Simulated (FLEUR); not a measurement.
Runs of FLEUR MaX-R8.1 (later development tree) on HfC. It takes space group Fm-3m (No. 225, cubic). The conventional cell has a = 4.650 Å, b = 4.650 Å, c = 4.650 Å, α = 90.00°, β = 90.00°, γ = 90.00°. Hf (site symmetry m-3m) is surrounded by 6 C at 2.33 Å. Around C (site symmetry m-3m) lie 6 Hf at 2.33 Å. 

```csv
task,level,gmax,muffin-tin radii,lnonsphr,max iterations,mixing factor,kmax,gap on the mesh (eV),V0 of scaled cells (Å³/atom),B0 (GPa)
single point,PBEsol,14.8 1/bohr,"Hf 2.44, C 1.51 bohr","Hf 10, C 8",60,0.05,4.77 1/bohr,none,-,-
equation of state,AM05,14.8 1/bohr,"Hf 2.44, C 1.51 bohr",-,-,-,4.77 1/bohr,-,(a),248
equation of state,r2SCAN,14.8 1/bohr,"Hf 2.44, C 1.51 bohr",-,-,-,4.77 1/bohr,-,12.50,(b)
equation of state,SCAN,14.8 1/bohr,"Hf 2.44, C 1.51 bohr","Hf 10, C 8",-,-,4.77 1/bohr,-,12.32,249
equation of state,PBE,14.4 1/bohr,"Hf 2.44, C 1.51 bohr",-,-,-,4.64 1/bohr,-,12.59,234
equation of state,SCAN,14.8 1/bohr,"Hf 2.44, C 1.51 bohr",-,-,-,4.77 1/bohr,-,12.32,250
equation of state,BLYP,14.8 1/bohr,"Hf 2.44, C 1.51 bohr",-,-,-,4.77 1/bohr,-,(c),220
single point,PBE,14.4 1/bohr,"Hf 2.44, C 1.51 bohr",-,60,0.05,4.64 1/bohr,none,-,-
```

Alike in all rows: potentials or basis all-electron, FLAPW; no spin polarisation; cell as given; k mesh 10 × 10 × 10; smearing fermi-dirac 0.05 eV.

**Question.** Fill in the values left out.

**Answer.** (a) 12.18; (b) 245; (c) 12.99.

Caveats: the meta-GGA is that of a development version, with a GGA for the radial functions and cores and without core tails (some runs).

A k mesh can miss the band edges, and the runs leave out spin-orbit coupling on Hf.

A gap of «none» marks a metal or a gap under the smearing width.

Not every run made on this cell is shown here.
